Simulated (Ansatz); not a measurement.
Input and output for CuI (anti NiAs type): DFT, LDA, PAW with Ansatz's default frozen-core files, scalar-relativistic (Ansatz 0.2.0). This run: anti NiAs relaxed under pressure.

The start is a guessed cell of a prototype that needn't be stable.

Command: `ansatz run input.yaml --threads 1 --pin off --max-ram 3584MiB --backend cpu --events-out ev --progress --plain --runs-dir out` It took 110 s on 1 thread of Arm Neoverse V2, on a shared host, peak memory 0.45 GiB.

```yaml
crystal:
  lattice:
    - [3.9854885688, 0.0, 0.0]
    - [-1.9927442844, 3.4515343471, 0.0]
    - [0.0, 0.0, 6.1775072817]
  atoms:
    - { symbol: I, position: [0.0, 0.0, 0.0] }
    - { symbol: I, position: [0.0, 0.0, 0.5] }
    - { symbol: Cu, position: [0.3333333333, 0.6666666667, 0.25] }
    - { symbol: Cu, position: [0.6666666667, 0.3333333333, 0.75] }
kpoints:
  mp_grid: { grid: [10, 10, 6] }
scf:
  occupations: { method: fermi_dirac, width: 0.08 }
hamiltonian:
  xc: lda
  pseudopotentials: { kind: paw }
output:
  forces: true
  stress: true
  eigenvalues: true
relax:
  f_tol: 0.005
  max_steps: 40
  cell: { p_target: -0.65, stress_tol: 0.03 }
```

Output:

```
Engine: ansatz 0.2.0
Pseudopotentials: kind: paw
Pseudopotential: I, paw, valence charge 17, recommended cutoff 420 eV (normal), I.paw.azcp
Pseudopotential: Cu, paw, valence charge 19, recommended cutoff 420 eV (normal), Cu.paw.azcp
Functional definition: SPW92
  exchange = slater_x
  correlation = pw_c
Crystal: 4 atoms, lattice volume = 84.978 Å³
Basis set: ecut = 420 eV, 1701 PW (Γ)
Bands: 44, of which v1, the nominal top of the filled ones, is band 36 counted from 1 (35 counted from 0)
Symmetry: 24 space group operations
Space group: P63/mmc (ITA 194), of the structure as read, at distance tolerance 4.4e-5 Å
k-points: 56 of 600
Non-local potential: I, projectors of the file, l = 0: 2, l = 1: 2, l = 2: 2, l = 3: 2
Non-local potential: Cu, projectors of the file, l = 0: 3, l = 1: 2, l = 2: 3, l = 3: 1
PAW form: soft (Blöchl's): semilocal exchange-correlation on the pseudo side does not see the compensation charge
PAW frozen core: I, regenerated for the run's functional, and the local potential with it (the file was generated under x = pbe(κ = 0.804, μ = 0.2195149727645171), c = pbe(β = 0.06672455060314922))
PAW frozen core: Cu, regenerated for the run's functional, and the local potential with it (the file was generated under x = pbe(κ = 0.804, μ = 0.2195149727645171), c = pbe(β = 0.06672455060314922))
PAW one-centre angular grid: I, 590 points (default); XC on 64 Gauss nodes
PAW one-centre angular grid: Cu, 590 points (default); XC on 64 Gauss nodes
Initial density: superposition of atomic densities (neutral atoms: chi_scale 0, normalization atom), corrected by the library's trained network
Initial wavefunctions: pseudopotential atomic-orbital guess
Functional: x = slater, c = lda
SCF iter   1: F=—  HF=-27821.259930 eV  |F-HF|=—  |Δ(HF+E_count)|=         —  Δρ=1.59e-2  dr2=1.01e-1  ethr=1.77e-3  ⟨swp⟩=7.8  Hψ=10652  notcnv=0  defer=32
preconditioner: auto → LDOS  [metal: Δε(μ)=0.081 eV  Ē_g=9.294 eV  σ=0.080 eV  W_gap=0.24  n_scr=22 (ndim 8)  ℏωp=24.2 eV  f_vac=0.049  D(μ)=1.62/eV (n_scr^D=8)  β→1.0]
SCF iter   2: F=—  HF=-27821.398022 eV  |F-HF|=—  |Δ(HF+E_count)|=   1.38e-1  Δρ=3.57e-2  dr2=5.88e-1  ethr=1.40e-4  ⟨swp⟩=2.0  Hψ=5267  notcnv=0  defer=111
SCF iter   3: F=—  HF=-27821.235943 eV  |F-HF|=—  |Δ(HF+E_count)|=   1.62e-1  Δρ=4.40e-3  dr2=9.56e-3  ethr=1.40e-4  ⟨swp⟩=2.1  Hψ=4726  notcnv=0  defer=111
SCF iter   4: F=—  HF=-27821.233687 eV  |F-HF|=—  |Δ(HF+E_count)|=   2.26e-3  Δρ=7.18e-4  dr2=2.60e-4  ethr=1.33e-5  ⟨swp⟩=2.0  Hψ=3495  notcnv=0  defer=109
SCF iter   5: F=—  HF=-27821.233604 eV  |F-HF|=—  |Δ(HF+E_count)|=   8.31e-5  Δρ=8.70e-5  dr2=5.13e-6  ethr=3.62e-7  ⟨swp⟩=2.0  Hψ=3916  notcnv=0  defer=109
SCF iter   6: F=—  HF=-27821.233604 eV  |F-HF|=—  |Δ(HF+E_count)|=   7.60e-8  Δρ=5.14e-6  dr2=1.43e-8  ethr=1.39e-10  ⟨swp⟩=10.1  Hψ=13869  notcnv=0
SCF iter   7: F=-27821.233604 eV  HF=-27821.233604 eV  |F-HF|=2.44e-9  |Δ(HF+E_count)|=   4.21e-9  Δρ=1.74e-6  dr2=1.86e-9  ethr=1.98e-11  ⟨swp⟩=2.0  Hψ=7841  notcnv=0
SCF 1 converged in 7 iterations: F = -27821.233604 eV  dr2 = 1.86e-9
  greatest PAW one-centre occupation: 1.000 electrons in one spin orbital (limit 2), on the Cu atom at site 3 (counted from 0), in its partial waves of l = 0
relax step   1: F+E_penalty+E_count = -27821.23360403 eV  Δ(F+E_penalty+E_count) = +0.000e0 eV  max|allowed force component| = 3.180e-17 eV/Å  Δτ_max = 0.0000 Å  P = +4.659 GPa  Ω = 84.978 Å³  (7 SCF iters, dr2 threshold 1.00e-7 eV, accepted)
Crystal: 4 atoms, lattice volume = 87.668 Å³
Basis set: ecut = 420 eV, 1761 PW (Γ)
Initial density: handed on by an earlier stage of this run
Initial wavefunctions: those handed on with the density
iter 1 solved again at ethr=2.69e-5 eV; its pass at ethr=3.10e-3 eV (dr2=1.94e-2 eV) is discarded
SCF iter   1: F=—  HF=-27821.697288 eV  |F-HF|=—  |Δ(HF+E_count)|=         —  Δρ=4.04e-3  dr2=1.94e-2  ethr=2.69e-5  ⟨swp⟩=2.4  Hψ=15774  notcnv=0
preconditioner: auto → LDOS  [metal: Δε(μ)=0.076 eV  Ē_g=9.255 eV  σ=0.080 eV  W_gap=0.23  n_scr=22 (ndim 8)  ℏωp=23.8 eV  f_vac=0.047  D(μ)=1.32/eV (n_scr^D=2)  β→1.0]
SCF iter   2: F=—  HF=-27821.695751 eV  |F-HF|=—  |Δ(HF+E_count)|=   1.54e-3  Δρ=6.55e-3  dr2=2.14e-2  ethr=2.69e-5  ⟨swp⟩=2.0  Hψ=4795  notcnv=0
SCF iter   3: F=—  HF=-27821.691726 eV  |F-HF|=—  |Δ(HF+E_count)|=   4.03e-3  Δρ=3.38e-3  dr2=5.08e-3  ethr=2.69e-5  ⟨swp⟩=2.0  Hψ=4771  notcnv=0
SCF iter   4: F=—  HF=-27821.690412 eV  |F-HF|=—  |Δ(HF+E_count)|=   1.31e-3  Δρ=8.73e-4  dr2=3.46e-4  ethr=7.06e-6  ⟨swp⟩=2.0  Hψ=3248  notcnv=0
SCF iter   5: F=—  HF=-27821.690318 eV  |F-HF|=—  |Δ(HF+E_count)|=   9.31e-5  Δρ=1.54e-4  dr2=1.05e-5  ethr=4.81e-7  ⟨swp⟩=2.0  Hψ=3195  notcnv=0
SCF iter   6: F=-27821.690316 eV  HF=-27821.690316 eV  |F-HF|=8.62e-8  |Δ(HF+E_count)|=   2.23e-6  Δρ=1.28e-5  dr2=6.62e-8  ethr=5.56e-10  ⟨swp⟩=6.3  Hψ=13261  notcnv=0
SCF 2 converged in 6 iterations: F = -27821.690316 eV  dr2 = 6.62e-8
relax step   2: F+E_penalty+E_count = -27821.69031610 eV  Δ(F+E_penalty+E_count) = -4.567e-1 eV  max|allowed force component| = 1.793e-17 eV/Å  Δτ_max = 0.0000 Å  P = +1.325 GPa  Ω = 87.668 Å³  energy of the carried Pulay correction = -1.053e-3 eV  (6 SCF iters, dr2 threshold 4.00e-7 eV, accepted)
Crystal: 4 atoms, lattice volume = 88.817 Å³
Basis set: ecut = 420 eV, 1751 PW (Γ)
iter 1 solved again at ethr=7.70e-6 eV; its pass at ethr=3.10e-3 eV (dr2=5.55e-3 eV) is discarded
SCF iter   1: F=—  HF=-27821.967433 eV  |F-HF|=—  |Δ(HF+E_count)|=         —  Δρ=2.12e-3  dr2=5.52e-3  ethr=7.70e-6  ⟨swp⟩=2.4  Hψ=15992  notcnv=0
preconditioner: auto → LDOS  [metal: Δε(μ)=0.139 eV  Ē_g=9.190 eV  σ=0.080 eV  W_gap=0.40  n_scr=34 (ndim 8)  ℏωp=23.6 eV  f_vac=0.042  D(μ)=1.08/eV (n_scr^D=2)  β→1.0]
[... lines left out ...]
SCF 10 converged in 5 iterations: F = -27822.084765 eV  dr2 = 3.20e-12
relax step  10: F+E_penalty+E_count = -27822.08476501 eV  Δ(F+E_penalty+E_count) = -1.300e-4 eV  max|allowed force component| = 4.626e-17 eV/Å  Δτ_max = 0.0000 Å  P = -0.650 GPa  Ω = 87.750 Å³  stress off target by 3.00e-3 GPa  SCF on the basis re-selected at this cell (its energy is not comparable with the rows above)  (5 SCF iters)
basis re-selected at this cell: Δ(F+E_penalty+E_count) = -1.300e-4 eV, ΔP = -0.002 GPa vs the last step (what re-selecting the basis moved, of the pressure what is left beyond the Pulay correction that the steps carried, after the strain that the cell walked since its last selection, with what the two solves' SCF thresholds leave and, on support functions, any second-order correction that the steps lacked; it is no measure of the basis error at this ecutwfc). This SCF's stress stands 3.00e-3 GPa from its target on what of the cell is left free (relax.cell.stress_tol is 3.00e-2 GPa) and its largest allowed force component is 4.63e-17 eV/Å (relax.f_tol is 5.00e-3 eV/Å): within both
SCF converged after 5 iterations
Free energy (F): -27822.084765 eV
Harris-Foulkes:  -27822.084765 eV  (|F-HF|=3.64e-12)
Internal energy: -27822.052922 eV  (E = F + TS)
E sigma→0 (E₀):  -27822.068844 eV
Entropy (-TS):   -0.031843 eV (-7.961 meV/atom)
Fermi energy:    11.387850 eV
--- Per-component energies (eV) ---
  E_band       = -1505.992069
  E_kinetic    = 985.367463
  E_local      = -13184.281433  (includes V_loc(G=0)·N_el)
  E_nonlocal   = 642.888536
  E_hartree    = 6160.224045
  E_xc         = -430.562748
  E_vxc        = -485.461540  (∫ρ·V_xc dr)
  E_paw        = -12528.892556  (= ΣΔE_a)
  E_vpaw       = -1784.953839  (= ΣTr[D̂ρ^β])
  E_aug_tail   = 0.000495  (compensation charges beyond the density's cutoff)
  E_ewald      = -9469.258475
  E_core_change = 2.461750  (= ΣΔE_core)
  E_smearing   = -0.031843  (= −TS)
  E_closure    = 0.000000  (closes the sum)
  Σ components = -27822.084765   (vs F -27822.084765, Δ=0.00e0)
--- Forces (eV/Å), atoms counted from 1 ---
  atom   1  I     -0.00000000     0.00000000     0.00000000
  atom   2  I     -0.00000000    -0.00000000     0.00000000
  atom   3  Cu     0.00000000    -0.00000000     0.00000000
  atom   4  Cu    -0.00000000     0.00000000     0.00000000
  max |Σ_I F_I| component: 4.63e-18 eV/Å
--- Stress (GPa, compression-positive) ---
       -0.652227      -0.000000       0.000000
        0.000000      -0.652227       0.000000
        0.000000       0.000000      -0.647000
  P = ⅓ Tr σ = -0.6505 GPa (-6.505 kbar)
--- Band table (eV; the first three rows and the last of 56) ---
  k-point 0: bands = ["-99.6475", "-99.6475", "-57.5001", "-57.5001", "-57.5001", "-57.5001", "-57.4956", "-57.4954", "-34.2378", "-34.2297", "-34.2167", "-34.2167", "-34.2149", "-34.2149", "-34.1756", "-34.1756", "-34.1755", "-34.1755", "-3.4154", "-2.4446", "4.0728", "8.2155", "8.2155", "8.6504", "8.6504", "8.8868", "9.0514", "9.0514", "9.0769", "9.0769", "9.1555", "9.2597", "10.8675", "10.8675", "11.1949", "11.1949", "12.0603", "16.0764", "16.6690", "16.7112", "16.7342", "16.7342", "20.1833", "20.1833"]
  k-point 1: bands = ["-99.6475", "-99.6475", "-57.5001", "-57.5001", "-57.5001", "-57.5001", "-57.4955", "-57.4954", "-34.2373", "-34.2302", "-34.2166", "-34.2166", "-34.2151", "-34.2151", "-34.1756", "-34.1756", "-34.1755", "-34.1755", "-3.3635", "-2.5284", "4.3067", "8.2359", "8.2359", "8.2507", "8.6016", "8.6016", "9.0795", "9.0795", "9.0896", "9.0896", "9.2020", "9.2572", "10.8756", "10.8756", "11.1553", "11.1553", "12.5576", "15.5313", "16.8712", "16.8712", "17.0028", "17.2697", "19.3362", "19.3362"]
  k-point 2: bands = ["-99.6475", "-99.6475", "-57.5001", "-57.5001", "-57.5001", "-57.5001", "-57.4955", "-57.4954", "-34.2358", "-34.2317", "-34.2163", "-34.2163", "-34.2154", "-34.2154", "-34.1756", "-34.1756", "-34.1756", "-34.1756", "-3.2145", "-2.7385", "4.9612", "7.0922", "8.2950", "8.2950", "8.4967", "8.4967", "9.1176", "9.1176", "9.1224", "9.1224", "9.2229", "9.2497", "10.9056", "10.9056", "11.0627", "11.0627", "13.4059", "14.8375", "17.2531", "17.2531", "17.8091", "18.0428", "18.5229", "18.5229"]
  k-point 55: bands = ["-99.6475", "-99.6475", "-57.5004", "-57.5004", "-57.5003", "-57.5003", "-57.4955", "-57.4955", "-34.2318", "-34.2318", "-34.2168", "-34.2168", "-34.2165", "-34.2165", "-34.1739", "-34.1739", "-34.1731", "-34.1731", "-1.8936", "-1.8936", "5.7344", "5.7344", "6.6194", "6.6194", "7.0873", "7.0873", "9.1950", "9.1950", "9.2430", "9.2430", "9.4633", "9.4633", "9.4769", "9.4769", "10.2083", "10.2083", "13.9711", "13.9711", "14.7280", "14.7280", "18.9622", "18.9622", "19.8779", "19.8779"]
--- Relaxed structure (8 steps of the walk, 8 accepted, 2 SCFs on fresh bases) ---
  F+E_penalty+E_count = -27822.08476501 eV   max|allowed force component| = 4.626e-17 eV/Å   (the final SCF, on the basis selected at the relaxed cell)
  cell:  # Å, volume = 87.7501 Å³
    - [3.777082549193835, -4.224717617532411e-33, -7.184772834442204e-18]
    - [-1.8885412745969175, 3.2710494397927476, 3.592386417221102e-18]
    - [-1.1136397893450479e-17, 0.0, 7.102383140953668]
  atoms:
    - { symbol: I, position: [-2.182542030322034e-34, -1.8280971810058105e-34, 6.657479650829546e-36] }
    - { symbol: I, position: [1.925929944387236e-34, -3.74628688541357e-35, 0.5] }
    - { symbol: Cu, position: [0.3333333333333333, 0.6666666666666666, 0.25] }
    - { symbol: Cu, position: [0.6666666666666666, 0.3333333333333333, 0.75] }
```

Spin–orbit coupling is left out, which matters for the heavy atoms. The PAW files were made under PBE.
